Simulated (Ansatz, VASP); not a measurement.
Rh in VASP and in Ansatz

```xyz
1
Lattice="2.4130 0.0000 0.0000 0.0000 2.4130 0.0000 0.0000 0.0000 2.4130" Properties=species:S:1:pos:R:3 pbc="T T T"
Rh    0.0000    0.0000    0.0000
```

Alike in both runs: task single point; functional LDA; k mesh 14 × 14 × 14; occupations fermi-dirac, width 0.1 eV; no spin polarisation.

```csv
,VASP,Ansatz
version,VASP 6.6.1,Ansatz 0.2.0
potentials or method,"VASP PAW LDA potentials, release 64 (Rh_pv)","plane waves (420 eV) with PAW, scalar-relativistic"
plane-wave cutoff (eV),520,420
valence electrons in the cell,15,17
```

```tsv
	VASP	Ansatz	Ansatz less VASP
pressure (GPa)	24.2	23.1	-1.09
```

The two sets of potentials don't hold the same shells in valence. Ansatz warned: «pseudo_functional_mismatch».

Caveats: so large a pressure means that the cell lies far from this level's equilibrium, or that cutoff or potentials fall short (VASP).
